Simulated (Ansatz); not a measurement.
# InAs (F-43m) in Ansatz: notebook, part 2 of 2

Ansatz 0.2.0.

### 4 Relaxation of cell and atoms, PBE

File input.yaml:

```yaml
crystal:
  lattice:
    - [0.0, 3.018, 3.018]
    - [3.018, 0.0, 3.018]
    - [3.018, 3.018, 0.0]
  atoms:
    - { symbol: In, position: [0.0, 0.0, 0.0] }
    - { symbol: As, position: [0.75, 0.75, 0.75] }
hamiltonian:
  xc: pbe
  pseudopotentials: { kind: paw }
kpoints:
  mp_grid: { grid: [8, 8, 8] }
scf:
  occupations: { method: fermi_dirac, width: 0.05 }
output:
  forces: true
  stress: true
relax:
  f_tol: 0.01
  max_steps: 40
  cell: { stress_tol: 0.05 }
```

Potentials or basis: Ansatz PAW.

Launch:

```console
$ ansatz run input.yaml --threads 2 --pin off --max-ram 5632MiB --backend cpu --events-out ev --progress --plain --runs-dir out
```

What it wrote:

```text
Warning: RAYON_NUM_THREADS=2 ignored (pool sized by the plan → 2); use --threads N
Engine: ansatz 0.2.0, x86_64-unknown-linux-gnu
Pseudopotentials: kind: paw
Pseudopotential: In, paw, valence charge 13, recommended cutoff 420 eV (normal), In.paw.azcp
Pseudopotential: As, paw, valence charge 15, recommended cutoff 420 eV (normal), As.paw.azcp
Functional definition: PBE
  parameter kappa = 0.804
  parameter beta = 0.06672455060314922
  exchange = pbe_x(kappa = kappa, mu = beta*pi^2/3)
  correlation = pbe_c(beta = beta)
Crystal: 2 atoms, lattice volume = 54.978 Å³
Basis set: ecut = 420 eV, 1067 PW (Γ), exchange–correlation on 60×60×60 points (8 copies of the dense FFT grid, shifted against one another)
Bands: 18, of which v1, the nominal top of the filled ones, is band 14 counted from 1 (13 counted from 0)
Symmetry: 24 space group operations
Space group: F-43m (ITA 216), of the structure as read, at distance tolerance 3.8e-5 Å
k-points: 29 of 512 (time reversal used)
Non-local potential: In, projectors of the file, l = 0: 2, l = 1: 2, l = 2: 2, l = 3: 2
Non-local potential: As, projectors of the file, l = 0: 2, l = 1: 2, l = 2: 3, l = 3: 1
PAW form: soft (Blöchl's): semilocal exchange-correlation on the pseudo side does not see the compensation charge
[... 70 lines left out ...]
  E_band       = -333.020751
  E_kinetic    = 345.294339
  E_local      = -3366.384935  (includes V_loc(G=0)·N_el)
  E_nonlocal   = -303.379377
  E_hartree    = 1620.649672
  E_xc         = -293.863118
  E_vxc        = -177.696988  (∫ρ·V_xc dr)
  E_paw        = -5990.613234  (= ΣΔE_a)
  E_vpaw       = -72.153145  (= ΣTr[D̂ρ^β])
  E_aug_tail   = 0.000034  (compensation charges beyond the density's cutoff)
  E_ewald      = -2466.168943
  E_smearing   = -0.000592  (= −TS)
  E_closure    = 0.000000  (closes the sum)
  Σ components = -10454.466154   (vs F -10454.466154, Δ=0.00e0)
--- Forces (eV/Å), atoms counted from 1 ---
  atom   1  In    -0.00000000     0.00000000     0.00000000
  atom   2  As     0.00000000     0.00000000    -0.00000000
  max |Σ_I F_I| component: 6.42e-17 eV/Å
--- Stress (GPa, compression-positive) ---
        0.002310       0.000000      -0.000000
        0.000000       0.002310       0.000000
        0.000000       0.000000       0.002310
  P = ⅓ Tr σ = 0.0023 GPa (0.023 kbar)
--- Relaxed structure (4 steps of the walk, 4 accepted, 1 SCFs on fresh bases) ---
  F+E_penalty+E_count = -10454.46615428 eV   max|allowed force component| = 3.730e-17 eV/Å   (the final SCF, on the basis selected at the relaxed cell)
  cell:  # Å, volume = 59.2035 Å³
    - [2.1488139244976875e-33, 3.093420937517839, 3.093420937517839]
    - [3.093420937517839, 1.554088470033155e-32, 3.093420937517839]
    - [3.093420937517839, 3.093420937517839, 7.906584321669702e-33]
  atoms:
    - { symbol: In, position: [4.553450173629255e-34, 8.847652819124872e-34, -1.0097358852179325e-33] }
    - { symbol: As, position: [0.7499999999999999, 0.7499999999999999, 0.7499999999999999] }
```

It took 11 s on 2 threads of Intel Xeon at 2.70GHz, shared host; peak memory 0.39 GiB.

Results:

| Item | Value |
| --- | --- |
| Free energy | -10454.4662 eV |
| Relaxed volume | 29.60 Å³/atom |
| Relaxed cell | a = 4.375 Å, b = 4.375 Å, c = 4.375 Å, α = 60.00°, β = 60.00°, γ = 60.00° |
| Space group after relaxing (to 0.05 Å) | F-43m (No. 216) |
| Energy gained by relaxing | 26.4 meV/atom |
| Ionic steps | 5 |
| Pressure after relaxing | 0.0 GPa |

The path:
| step | energy change (eV) | largest force (eV/Å) | volume (Å³) |
| --- | --- | --- | --- |
| 1 | 0.0000 | 0.0000 | 54.98 |
| 2 | -0.0477 | 0.0000 | 60.48 |
| 3 | -0.0518 | 0.0000 | 59.38 |
| 4 | -0.0519 | 0.0000 | 59.20 |
| 5 | -0.0528 | 0.0000 | 59.20 |

Final structure:
```
CELL_PARAMETERS angstrom
0.00000 3.09342 3.09342
3.09342 0.00000 3.09342
3.09342 3.09342 0.00000
ATOMIC_POSITIONS crystal
In 0.00000 0.00000 0.00000
As 0.75000 0.75000 0.75000
```

Caveat: the plane-wave basis is chosen anew once the cell has moved, so the energies of steps on either side of that aren't comparable.

### 5 Relaxation of cell and atoms, BLYP+D3(BJ)

input.yaml: that of step 4 with these lines changed.

```diff
@@ -9,4 +9,5 @@
 hamiltonian:
-  xc: pbe
+  xc: blyp
   pseudopotentials: { kind: paw }
+  dispersion: d3bj
 kpoints:
@@ -18,2 +19,6 @@
   stress: true
+  write_density: true
+  write_potential: true
+  elf: true
+  volumetric_format: npy
 relax:
```

Launch:

```console
$ ansatz run input.yaml --threads 2 --pin off --max-ram 5632MiB --backend cpu --events-out ev --progress --plain --runs-dir out
```

It took 8.8 s on 2 threads of Intel Xeon at 2.70GHz, shared host; peak memory 0.4 GiB.

The run converged. Its results:

- Free energy: -10482.5564 eV
- Relaxed volume: 28.70 Å³/atom
- Relaxed cell: a = 4.330 Å, b = 4.330 Å, c = 4.330 Å, α = 60.00°, β = 60.00°, γ = 60.00°
- Space group after relaxing (to 0.05 Å): F-43m (No. 216)
- Energy gained by relaxing: 8.6 meV/atom
- Ionic steps: 4
- Pressure after relaxing: 0.0 GPa
- Band gap on the k mesh: none (metal or under the smearing width)

Step by step:
```tsv
step	energy change (eV)	largest force (eV/Å)	volume (Å³)
1	0.0000	0.0000	54.98
2	-0.0153	0.0000	58.05
3	-0.0167	0.0000	57.40
4	-0.0172	0.0000	57.40
```

Final structure:
```
In As
1.0
     0.00000    3.06160    3.06160
     3.06160    0.00000    3.06160
     3.06160    3.06160    0.00000
In As
1 1
Direct
  0.00000 0.00000 0.00000
  0.75000 0.75000 0.75000
```

Levels at points of the mesh, in eV from the Fermi level:
```csv
k point,band 10,band 11,band 12,band 13,band 14,band 15,band 16,band 17,band 18
"(0.00, 0.00, 0.00)",-14.30,-11.73,-0.59,-0.05,-0.05,-0.05,3.85,3.85,3.85
"(0.00, 0.00, -0.50)",-14.29,-10.40,-5.62,-0.98,-0.98,0.78,4.66,4.66,6.91
"(0.00, -0.50, -0.50)",-14.28,-9.91,-5.76,-2.22,-2.22,1.68,2.05,8.88,8.88
```

Caveat: the plane-wave basis is chosen anew once the cell has moved, so the energies of steps on either side of that aren't comparable; pairwise dispersion overbinds metals, which lowers pressure and volume; the PAW data sets come from PBE, with cores solved anew for the run's functional, which leaves a small shift of forces and pressure; this crystal is a semiconductor, whose small gap the functional closes, so the metal is an error of the method.

### 6 Summary

| task | level | cell | smearing | gap on the mesh (eV) | pressure (GPa) | relaxed volume (Å³/atom) |
| --- | --- | --- | --- | --- | --- | --- |
| relaxation of cell and atoms | PBE+D4 | relaxed | fermi-dirac 0.05 eV | - | 0.0 | 28.52 |
| single point | PBE | as given | gaussian 0.011 eV | none | 4.3 | - |
| relaxation of cell and atoms | PBE | relaxed | fermi-dirac 0.05 eV | - | 0.0 | 29.60 |
| relaxation of cell and atoms | BLYP+D3(BJ) | relaxed | fermi-dirac 0.05 eV | none | 0.0 | 28.70 |

Alike in all rows: potentials or basis Ansatz PAW; no spin polarisation; k mesh 8 × 8 × 8; cutoff (eV) 420.

Caveats: the plane-wave basis is chosen anew once the cell has moved, so the energies of steps on either side of that aren't comparable (some runs); this crystal is a semiconductor, whose small gap the functional closes, so the metal is an error of the method (some runs); pairwise dispersion overbinds metals, which lowers pressure and volume (some runs); the PAW data sets come from PBE, with cores solved anew for the run's functional, which leaves a small shift of forces and pressure (some runs).

Absolute energies hang on the potentials; compare differences alone.

### 7 How close it comes

Step 3. Against the measured gap of InAs, 0.418 eV (direct; 4.2 K; a printed reference work, data compilation), the calculated 0.00 eV is off by -0.42 eV. Spin-orbit coupling on As, In is left out. The value is that of PBE on a finite k mesh, which can miss the band edges, without temperature or zero-point motion. Semilocal functionals fall short of measured gaps as a rule.
